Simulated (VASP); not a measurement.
Set up this calculation in VASP 6.6.1, as the native input.

```
Task                   : relaxation of cell and atoms
Functional             : PBE
Potentials or basis    : VASP PAW PBE potentials, release 64 (Ge_d)
Cutoff                 : 600 eV
k mesh                 : 6 × 6 × 4
Occupations            : gaussian, width 0.03 eV
Spin                   : no spin polarisation
Further INCAR settings : ALGO = Normal; EDIFF = 1e-07; IBRION = 2; EDIFFG = -0.005; NSW = 90; ISIF = 3
```

The structure of Ge lies in POSCAR:

```
Ge                                      
1.0
    6.0185682031     -0.0000000000      0.0000000000
   -0.0000000000      6.0185682031     -0.0000000000
    0.0000000000      0.0000000000      7.1471363868
  Ge            
    12
Direct
     0.0868936479426372    0.0868936479426372    0.0000000000000000
     0.4131063520573628    0.5868936479426372    0.7500000000000000
     0.9131063520573628    0.9131063520573628    0.5000000000000000
     0.5868936479426372    0.4131063520573628    0.2500000000000000
     0.1701448079408145    0.3707746125911869    0.2509047803162971
     0.1292253874088131    0.6701448079408145    0.0009047803162969
     0.8298551920591855    0.6292253874088131    0.7509047803162973
     0.8707746125911869    0.3298551920591855    0.5009047803162974
     0.6701448079408145    0.1292253874088131    0.9990952196837027
     0.6292253874088131    0.8298551920591855    0.2490952196837028
     0.3298551920591855    0.8707746125911869    0.4990952196837030
     0.3707746125911869    0.1701448079408145    0.7490952196837027
```

This isn't the form of Ge at room conditions, which is diamond.

These files were run (other wordings do the same):

INCAR

```
PREC     = Accurate       # precision mode
ENCUT    = 600            # plane-wave cutoff, eV
EDIFF    = 1E-7           # SCF threshold, eV
ISMEAR   = 0              # smearing method
SIGMA    = 0.03           # smearing width, eV
LREAL    = False          # projectors in reciprocal space
LASPH    = True           # aspherical terms in the spheres
NELM     = 80             # most SCF steps
ALGO     = Normal         # electronic algorithm
ISIF     = 3              # what is computed and relaxed
LWAVE    = False          # write WAVECAR
LCHARG   = False          # write CHGCAR
GGA      = PE             # functional
IBRION   = 2              # ionic algorithm
NSW      = 90             # ionic steps
EDIFFG   = -0.005         # ionic threshold
KPAR     = 4
```

KPOINTS

```
regular mesh
0
Gamma
  6 6 4
```

Potentials or basis: VASP PAW PBE potentials, release 64 (Ge_d).

Run with:

```sh
$ cat potpaw_PBE.64/Ge_d/POTCAR > POTCAR
$ mpirun -np 4 vasp_std > vasp.out
```

It gave:

```json
{
  "Relaxed volume": "21.57 Å³/atom",
  "Relaxed cell": "a = 6.018 Å, b = 6.018 Å, c = 7.145 Å, α = 90.00°, β = 90.00°, γ = 90.00°",
  "Space group after relaxing (to 0.05 Å)": "P4_32_12 (No. 96)",
  "Energy gained by relaxing": "0.0 meV/atom",
  "Ionic steps": "8",
  "Pressure after relaxing": "0.0 GPa",
  "Largest force after relaxing": "0.005 eV/Å",
  "Band gap on the k mesh": "0.34 eV, direct"
}
```

Run time: 29 min on 4 MPI ranks on AMD EPYC 7R43 64-Core Processor (Zen 3), on a shared host, peak memory 0.84 GiB a rank.
